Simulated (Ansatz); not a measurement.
Theory: DFT PBE, scalar-relativistic, plane waves, PAW (Ansatz 0.2.0). Settings: cutoff 420 eV, Γ-centred meshes spaced at most about 0.3 Å⁻¹, and about 0.25 Å⁻¹ or finer for metals (2π included), Gaussian smearing. No spin polarisation.

These are static total energies at zero pressure.

Task: Which of these relaxed structures of Zn₄Se is the lowest in energy?
A.

```cif
data_structure
_symmetry_space_group_name_H-M 'F-43m'
_symmetry_Int_Tables_number 216
_cell_length_a 9.3936
_cell_length_b 9.3936
_cell_length_c 9.3936
_cell_angle_alpha 90.000
_cell_angle_beta 90.000
_cell_angle_gamma 90.000
_cell_volume 828.90
loop_
_atom_site_label
_atom_site_type_symbol
_atom_site_symmetry_multiplicity
_atom_site_Wyckoff_symbol
_atom_site_fract_x
_atom_site_fract_y
_atom_site_fract_z
_atom_site_occupancy
Zn1 Zn 16 e 0.15344 0.34656 0.34656 1
Se1 Se 4 a 0.00000 0.00000 0.00000 1
```

B.

```cif
data_structure
_symmetry_space_group_name_H-M 'Im-3m'
_symmetry_Int_Tables_number 229
_cell_length_a 6.0352
_cell_length_b 6.0352
_cell_length_c 6.0352
_cell_angle_alpha 90.000
_cell_angle_beta 90.000
_cell_angle_gamma 90.000
_cell_volume 219.83
loop_
_atom_site_label
_atom_site_type_symbol
_atom_site_symmetry_multiplicity
_atom_site_Wyckoff_symbol
_atom_site_fract_x
_atom_site_fract_y
_atom_site_fract_z
_atom_site_occupancy
Zn1 Zn 8 c 0.25000 0.25000 0.75000 1
Se1 Se 2 a 0.00000 0.00000 0.00000 1
```

C.

```cif
data_structure
_symmetry_space_group_name_H-M 'I4/mmm'
_symmetry_Int_Tables_number 139
_cell_length_a 5.1899
_cell_length_b 5.1899
_cell_length_c 7.7409
_cell_angle_alpha 90.000
_cell_angle_beta 90.000
_cell_angle_gamma 90.000
_cell_volume 208.50
loop_
_atom_site_label
_atom_site_type_symbol
_atom_site_symmetry_multiplicity
_atom_site_Wyckoff_symbol
_atom_site_fract_x
_atom_site_fract_y
_atom_site_fract_z
_atom_site_occupancy
Zn1 Zn 4 e 0.00000 0.00000 0.33490 1
Zn2 Zn 4 c 0.00000 0.50000 0.00000 1
Se1 Se 2 a 0.00000 0.00000 0.00000 1
```

Result: C. The next of these, B, lies 142 meV/atom higher. Forms: C I4/mmm; B Im-3m; A F-43m. Counting Zn atoms around Se (those within 1.25 times the shortest such distance or 1.15 times the sum of covalent radii): C has Se 6; B has Se 8; A has Se 4. All come from invented guesses. The lowest form computed isn't among them: it has space group P-43m (No. 215), 19.9 Å³/atom and lies 166 meV/atom below the best shown. Even the lowest of the cells shown lies +0.24 eV/atom against the elements.

For metals, differences of a few meV/atom aren't resolved. Cells relaxed within their symmetry can be saddle points. Some structure types and database cells were kept out of the candidates from the start, so a known form may be missing.
